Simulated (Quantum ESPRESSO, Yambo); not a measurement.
Planning a run of Yambo 5.3.0 on NaCl (Fm-3m). The input:

```
optics
chi
dipoles
Chimod= "HARTREE"
% QpntsRXd
 1 | 4 |
%
% BndsRnXd
 1 | 49 |
%
NGsBlkXd= 3 Ry
% EnRngeXd
 0 | 30 | eV
%
% DmRngeXd
 0.2 | 0.2 | eV
%
ETStpsXd= 301
% LongDrXd
 1 | 0 | 0 |
%
```

The database entry behind the starting cell differs from later determinations by our own check (an axis about 0.4 % short against later determinations), so it need not match the best structure at ambient conditions.

```sh
OMP_NUM_THREADS=1 mpirun -n 4 yambo -F optics1.in -J optics1 -C optics1 > optics1.log
```

The stored states that it reads are on a 6×6×6 mesh. It takes space group Fm-3m (No. 225, cubic). Conventional cell: a = 5.620 Å, b = 5.620 Å, c = 5.620 Å, α = 90.00°, β = 90.00°, γ = 90.00°. Nearest to Na lie 6 Cl at 2.81 Å. Nearest to Cl lie 6 Na at 2.81 Å. Farther neighbours and most contacts between anions are not listed.

**Question.** How long will it take on 4 MPI ranks of Arm Neoverse V2, shared host, and how much memory?

It took 20 s; on shared hardware allow 9.8 s to 39 s. Peak host memory was 1.4 GiB.

[Paths, hosts, dates, memory and timing lines, banners, echoed tables and standing remarks are left out of the program output.]

[Logs are printed without paths, hosts, clocks, repeated set-up lines and the standing remarks that a program may print on its own settings, such as how far it seeks lower states.]

[Runs of the session that timed out or met a known fault of the program may be left out.]

[Hosts, paths, dates, database ids (printed as entryN), source tags and the programs' standing remarks are cut or masked in the printed files.]
